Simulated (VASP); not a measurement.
# WSe2 in VASP: further runs

One slab, WSe2, is run at these levels: PBE+D3(BJ); tasks: relaxation of cell and atoms.

Program: VASP 6.6.1. These are calculated values, not measurements. Logs are shortened: lines on timing, memory, paths and dates and some standing lists are left out, and cuts for length are marked.

## Step 1: Starting point

The cell holds a slab with vacuum, 12 atoms: a = 3.290 Å, b = 3.290 Å, c = 40.801 Å, α = 90.00°, β = 90.00°, γ = 120.00°.

## Step 2: Relaxation of cell and atoms, PBE+D3(BJ)

File INCAR:

```
  PREC = Accurate
  ENCUT = 600
  EDIFF = 1E-6
  ISMEAR = 0
  SIGMA = 0.03
  LREAL = False
  LASPH = True
  NELM = 80
  ALGO = Normal
  ISIF = 3
  LWAVE = False
  LCHARG = False
  GGA = PE
  IVDW = 12
  IBRION = 2
  NSW = 90
  EDIFFG = -0.01
  LATTICE_CONSTRAINTS = .TRUE. .TRUE. .FALSE.
  KPAR = 8
```

File KPOINTS:

```
regular mesh
0
Gamma
  12 12 1
```

File POSCAR:

```
WSe2
1.0
    3.2900000000      0.0000000000      0.0000000000
   -1.6450000000      2.8492235800      0.0000000000
    0.0000000000      0.0000000000     40.8012600000
Se W
8 4
Direct
    0.3333333300      0.6666666700      0.2205814200
    0.3333333300      0.6666666700      0.3025950700
    0.6666666700      0.3333333300      0.3795225900
    0.6666666700      0.3333333300      0.4615362400
    0.3333333300      0.6666666700      0.5384637600
    0.3333333300      0.6666666700      0.6204774100
    0.6666666700      0.3333333300      0.6974049300
    0.6666666700      0.3333333300      0.7794185800
    0.6666666700      0.3333333300      0.2615882500
    0.3333333300      0.6666666700      0.4205294200
    0.6666666700      0.3333333300      0.5794705800
    0.3333333300      0.6666666700      0.7384117500
```

Potentials or basis: VASP PAW PBE potentials, release 64 (Se, W_sv).

Run with:

```console
$ cat potpaw_PBE.64/Se/POTCAR potpaw_PBE.64/W_sv/POTCAR > POTCAR
$ mpirun -np 8 vasp_std > vasp.out
```

OUTCAR:

```text
PREC = Accurate
   ENCUT = 600
   EDIFF = 1E-6
   ISMEAR = 0
   LREAL = False
   LASPH = True
   NELM = 80
   ISIF = 3
   GGA = PE
   IVDW = 12
   IBRION = 2
   NSW = 90
   EDIFFG = -0.01
 IVDW          = 12

 ion  position               nearest neighbor table
   1  0.333  0.667  0.221-   9 2.53   9 2.53   9 2.53
   2  0.333  0.667  0.303-   9 2.53   9 2.53   9 2.53
   3  0.667  0.333  0.380-  10 2.53  10 2.53  10 2.53
   4  0.667  0.333  0.462-  10 2.53  10 2.53  10 2.53
   5  0.333  0.667  0.538-  11 2.53  11 2.53  11 2.53
   6  0.333  0.667  0.620-  11 2.53  11 2.53  11 2.53
   7  0.667  0.333  0.697-  12 2.53  12 2.53  12 2.53
   8  0.667  0.333  0.779-  12 2.53  12 2.53  12 2.53
   9  0.667  0.333  0.262-   2 2.53   2 2.53   2 2.53   1 2.53   1 2.53   1 2.53
  10  0.333  0.667  0.421-   4 2.53   4 2.53   4 2.53   3 2.53   3 2.53   3 2.53
  11  0.667  0.333  0.579-   5 2.53   5 2.53   5 2.53   6 2.53   6 2.53   6 2.53
  12  0.333  0.667  0.738-   7 2.53   7 2.53   7 2.53   8 2.53   8 2.53   8 2.53

  LATTYP: Found a hexagonal cell.
 ALAT       =     3.2900000000
 C/A-ratio  =    12.4015987842

  Lattice vectors:

 A1 = (   3.2900000000,   0.0000000000,   0.0000000000)
 A2 = (  -1.6450000000,   2.8492235800,   0.0000000000)
 A3 = (   0.0000000000,   0.0000000000,  40.8012600000)

Analysis of symmetry for initial positions (statically):
=====================================================================
 Subroutine PRICEL returns:
 Original cell was already a primitive cell.

 Routine SETGRP: Setting up the symmetry group for a
 hexagonal supercell.

 Subroutine GETGRP returns: Found 12 space group operations
 (whereof 12 operations were pure point group operations)
 out of a pool of 24 trial point group operations.

The static configuration has the point symmetry D_3d.

Analysis of symmetry for dynamics (positions and initial velocities):
=====================================================================
 Subroutine PRICEL returns:
 Original cell was already a primitive cell.

 Routine SETGRP: Setting up the symmetry group for a
 hexagonal supercell.

 Subroutine GETGRP returns: Found 12 space group operations
 (whereof 12 operations were pure point group operations)
 out of a pool of 24 trial point group operations.

The dynamic configuration has the point symmetry D_3d.

 Subroutine INISYM returns: Found 12 space group operations
 (whereof 12 operations are pure point group operations),
 and found     1 'primitive' translations

----------------------------------------------------------------------------------------

                                     Primitive cell

  volume of cell :     382.4688

  direct lattice vectors                    reciprocal lattice vectors
     3.290000000  0.000000000  0.000000000     0.303951368  0.175486404  0.000000000
    -1.645000000  2.849223580  0.000000000     0.000000000  0.350972808  0.000000000
     0.000000000  0.000000000 40.801260000     0.000000000  0.000000000  0.024509047

  length of vectors
     3.290000000  3.290000001 40.801260000     0.350972808  0.350972808  0.024509047

  position of ions in fractional coordinates (direct lattice)
     0.333333330  0.666666670  0.220581420
     0.333333330  0.666666670  0.302595070
     0.666666670  0.333333330  0.379522590
     0.666666670  0.333333330  0.461536240
     0.333333330  0.666666670  0.538463760
     0.333333330  0.666666670  0.620477410
     0.666666670  0.333333330  0.697404930
     0.666666670  0.333333330  0.779418580
     0.666666670  0.333333330  0.261588250
     0.333333330  0.666666670  0.420529420
     0.666666670  0.333333330  0.579470580
     0.333333330  0.666666670  0.738411750

  ion indices of the primitive-cell ions
   primitive index   ion index
                 1           1
                 2           2
                 3           3
                 4           4
                 5           5
                 6           6
                 7           7
                 8           8
                 9           9
                10          10
                11          11
                12          12

----------------------------------------------------------------------------------------

 KPOINTS: regular mesh

Automatic generation of k-mesh.
 Grid dimensions read from file:
 generate k-points for:   12   12    1

 Generating k-lattice:

  Cartesian coordinates                     Fractional coordinates (reciprocal lattice)
     0.025329281  0.014623867  0.000000000     0.083333333  0.000000000  0.000000000
     0.000000000  0.029247734  0.000000000     0.000000000  0.083333333  0.000000000
     0.000000000  0.000000000  0.024509047     0.000000000  0.000000000  1.000000000

  Length of vectors
     0.029247734  0.029247734  0.024509047

  Shift w.r.t. Gamma in fractional coordinates (k-lattice)
     0.000000000  0.000000000  0.000000000

 Subroutine IBZKPT returns following result:
 ===========================================

 Found     19 irreducible k-points:

 Following reciprocal coordinates:
            Coordinates               Weight
  0.000000  0.000000  0.000000      1.000000
  0.083333  0.000000  0.000000      6.000000
  0.166667 -0.000000  0.000000      6.000000
  0.250000 -0.000000  0.000000      6.000000
  0.333333  0.000000  0.000000      6.000000
  0.416667 -0.000000  0.000000      6.000000
[... 11 lines left out ...]
  0.333333  0.250000  0.000000     12.000000
  0.333333  0.333333  0.000000      2.000000
   k-points           NKPTS =     19   k-points in BZ     NKDIM =     19   number of bands    NBANDS=     62
   number of dos      NEDOS =    301   number of ions     NIONS =     12
   total plane-waves  NPLWV = 263424
   dimension x,y,z NGX =    28 NGY =   28 NGZ =  336
   dimension x,y,z NGXF=    56 NGYF=   56 NGZF=  672
   ions per type =               8   4
   NGX,Y,Z   is equivalent  to a cutoff of  14.15, 14.15, 13.69 a.u.
   NGXF,Y,Z  is equivalent  to a cutoff of  28.30, 28.30, 27.38 a.u.
 SYSTEM =  unknown system
   PREC   = accura    normal or accurate (medium, high low for compatibility)
   ISTART =      0    job   : 0-new  1-cont  2-samecut
   ICHARG =      2    charge: 1-file 2-atom 10-const
   ISPIN  =      1    spin polarized calculation?
   LNONCOLLINEAR =      F non collinear calculations
   LSORBIT =      F    spin-orbit coupling
   LASPH  =      T    aspherical Exc in radial PAW
   ENCUT  =  600.0 eV  44.10 Ry    6.64 a.u.   6.57  6.57 81.49*2*pi/ulx,y,z
   NELM   =     80;   NELMIN=  2; NELMDL= -5     # of ELM steps
   EDIFF  = 0.1E-05   stopping-criterion for ELM
   LREAL  =      F    real-space projection
   EDIFFG = -.1E-01   stopping-criterion for IOM
   NSW    =     90    number of steps for IOM
   IBRION =      2    ionic relax: 0-MD 1-quasi-New 2-CG
   NFREE  =      1    steps in history (QN), initial steepest desc. (CG)
   ISIF   =      3    stress and relaxation
   ISYM   =      2    0-nonsym 1-usesym 2-fastsym
   POTIM  = 0.5000    time-step for ionic-motion
   TEBEG  =    0.0;   TEEND  =   0.0 temperature during run
   PSTRESS=    0.0 pullay stress
   NELECT =     104.0000    total number of electrons
   NUPDOWN=      -1.0000    fix difference up-down
   EMIN   =  10.00;   EMAX   =-10.00  energy-range for DOS
   EFERMI =   0.00;   METHOD = LEGACY
   ISMEAR =     0;   SIGMA  =   0.03  broadening in eV -4-tet -1-fermi 0-gaus
   EFERMI_NEDOS =   21; number of points for ismear=-14 and -15
   IALGO  =     38    algorithm
   IMIX   =      4    mixing-type and parameters
     AMIX     =   0.40;   BMIX     =  1.00
     AMIX_MAG =   1.60;   BMIX_MAG =  1.00
  volume/ion in A,a.u.               =      31.87       215.09
  Fermi-wavevector in a.u.,A,eV,Ry     =   1.060606  2.004254 15.304981  1.124884
  Thomas-Fermi vector in A             =   2.195993
   LORBIT       =      0    0 simple, 1 ext, 2 COOP (PROOUT), +10 PAW based schemes
   GGA     = PE    functional components
   LHFCALC =     F    Hartree Fock is set to
   AEXX    =    0.0000 exact exchange contribution
   IVDW    =    12    specifies the selected vdW correction
   LEPSILON=     F    determine dielectric tensor
   LRPA    =     F    only Hartree local field effects (RPA)
 conjugate gradient relaxation of ions
 non-spin polarized calculation
 Gauss-broadening in eV      SIGMA  =   0.03
  energy-cutoff  :      600.00
  volume of cell :      382.47
 maximum number of plane-waves:     12931
 NGX is ok and might be reduce to    28
   NGX = 13   NGY = 13   NGZ =163

--------------------------------------- Ionic step        1  -------------------------------------------

 number of electron     104.0000002 magnetization

 Free energy of the ion-electron system (eV)
  ---------------------------------------------------
  ext. energy  EPLUGINS =         0.00000000
  ---------------------------------------------------
  free energy    TOTEN  =       -86.30630485 eV

  energy without entropy =      -86.30630485  energy(sigma->0) =      -86.30630485

------------------------ aborting loop because EDIFF is reached ----------------------------------------

 Edisp (eV)   -5.18266

 E8    (eV) :    -2.3466

  FORCE on cell =-STRESS in cart. coord.  units (eV):
  Direction    XX          YY          ZZ          XY          YZ          ZX
  --------------------------------------------------------------------------------------
  -------------------------------------------------------------------------------------
  Total       0.11677     0.11677     1.83567    -0.00000     0.00000     0.00000
  in kB       0.48915     0.48915     7.68970    -0.00000     0.00000     0.00000
  external pressure =        2.89 kB  Pullay stress =        0.00 kB
[... 127 lines left out ...]
  FREE ENERGIE OF THE ION-ELECTRON SYSTEM (eV)
  ---------------------------------------------------
  free  energy   TOTEN  =       -91.4987857881 eV

  energy  without entropy=      -91.4987857881  energy(sigma->0) =      -91.49878579

[... ionic steps 4 to 42 ...]

--------------------------------------- Ionic step       43  -------------------------------------------

 number of electron     104.0000001 magnetization

------------------------ aborting loop because EDIFF is reached ----------------------------------------

 Edisp (eV)   -5.26438

 E8    (eV) :    -2.3835
[... 89 lines left out ...]
  energy  without entropy=      -91.5078508921  energy(sigma->0) =      -91.50785089

--------------------------------------- Ionic step       45  -------------------------------------------

 number of electron     104.0000001 magnetization

 Free energy of the ion-electron system (eV)
  ---------------------------------------------------
  ext. energy  EPLUGINS =         0.00000000
  ---------------------------------------------------
  free energy    TOTEN  =       -86.24375524 eV

  energy without entropy =      -86.24375524  energy(sigma->0) =      -86.24375524

 E-fermi :   2.4397     XC(G=0):  -7.0972

 val. band max:        2.2561940555   @ k =   0.0000   0.0000   0.0000
 cond. band min:       3.2720558593   @ k =   0.1667   0.1667   0.0000
 fundamental gap:      1.0158618038
 Fermi energy:         2.4396671345

 k-point     1 :       0.0000    0.0000    0.0000
  band No.  band energies     occupation
      1     -72.0502      2.00000
      2     -72.0501      2.00000
      3     -72.0468      2.00000
      4     -72.0468      2.00000
      5     -36.2971      2.00000
      6     -36.2971      2.00000
[... 1267 lines left out ...]
  FREE ENERGIE OF THE ION-ELECTRON SYSTEM (eV)
  ---------------------------------------------------
  free  energy   TOTEN  =       -91.5078640681 eV

  energy  without entropy=      -91.5078640681  energy(sigma->0) =      -91.50786407

 reached required accuracy - stopping structural energy minimisation
```

It took 27 min on 8 MPI ranks of AMD EPYC 9R45 (Zen 5), shared host; peak memory 0.92 GiB.

Results:

| Property | Result |
| --- | --- |
| Free energy | -91.5079 eV |
| Relaxed volume | 31.73 Å³/atom |
| Relaxed cell | a = 3.283 Å, b = 3.283 Å, c = 40.801 Å, α = 90.00°, β = 90.00°, γ = 120.00° |
| Space group after relaxing (to 0.05 Å) | P-3m1 (No. 164) |
| Energy gained by relaxing | 1.6 meV/atom |
| Ionic steps | 45 |
| Largest force after relaxing | 0.006 eV/Å |
| Band gap on the k mesh | 1.02 eV, indirect (least direct gap 1.58 eV) |
| Dispersion energy per atom | -0.439 eV |

Forces on the atoms (eV/Å):
```
Se   0.000  0.000 -0.006
Se   0.000  0.000  0.001
Se   0.000  0.000  0.005
Se   0.000  0.000  0.003
Se   0.000  0.000 -0.003
Se   0.000  0.000 -0.005
Se   0.000  0.000 -0.001
Se   0.000  0.000  0.006
W    0.000  0.000 -0.003
W    0.000  0.000  0.004
W    0.000  0.000 -0.004
W    0.000  0.000  0.003
```

Step by step:
| step | energy change (eV) | largest force (eV/Å) | pressure (GPa) | volume (Å³) |
| --- | --- | --- | --- | --- |
| 1 | 0.0000 | 0.2386 | 0.29 | 382.47 |
| 3 | -0.0098 | 0.0300 | -0.41 | 382.84 |
| 5 | -0.0135 | 0.0141 | -0.12 | 380.37 |
| 7 | -0.0137 | 0.0152 | -0.12 | 380.38 |
| 9 | -0.0145 | 0.0294 | -0.09 | 380.40 |
| 11 | -0.0149 | 0.1316 | 0.03 | 380.49 |
| 13 | -0.0153 | 0.0867 | -0.02 | 380.45 |
| 15 | -0.0155 | 0.0837 | -0.02 | 380.49 |
| 17 | -0.0161 | 0.0721 | -0.06 | 380.65 |
| 19 | -0.0169 | 0.0889 | -0.17 | 381.30 |
| 21 | -0.0174 | 0.0397 | -0.09 | 380.96 |
| 23 | -0.0175 | 0.0446 | 0.03 | 380.54 |
| 25 | -0.0177 | 0.0177 | -0.03 | 380.72 |
| 27 | -0.0177 | 0.0175 | -0.02 | 380.71 |
| 29 | -0.0178 | 0.0211 | -0.05 | 380.75 |
| 31 | -0.0178 | 0.0366 | -0.09 | 380.78 |
| 33 | -0.0180 | 0.0325 | -0.05 | 380.60 |
| 35 | -0.0181 | 0.0309 | 0.10 | 379.88 |
| 37 | -0.0182 | 0.0222 | 0.04 | 380.19 |
| 39 | -0.0186 | 0.0171 | 0.03 | 380.23 |
| 41 | -0.0187 | 0.0207 | 0.03 | 380.26 |
| 43 | -0.0188 | 0.0239 | -0.04 | 380.75 |
| 45 | -0.0189 | 0.0056 | 0.01 | 380.78 |

Final structure:
```xyz
12
Lattice="3.2827 0.0000 0.0000 -1.6414 2.8429 0.0000 0.0000 0.0000 40.8013" Properties=species:S:1:pos:R:3 pbc="T T T"
Se    0.0000    1.8953    9.1186
Se    0.0000    1.8953   12.4923
Se    1.6414    0.9476   15.5116
Se    1.6414    0.9476   18.8830
Se    0.0000    1.8953   21.9182
Se    0.0000    1.8953   25.2897
Se    1.6414    0.9476   28.3090
Se    1.6414    0.9476   31.6826
W     1.6414    0.9476   10.8058
W     0.0000    1.8953   17.1972
W     1.6414    0.9476   23.6040
W     0.0000    1.8953   29.9955
```

Caveat: spin-orbit coupling is left out, which moves the levels of the heavy elements. Expect the measured gap to be larger: semilocal functionals such as PBE lack the derivative discontinuity.

[end of part 1 of 2]
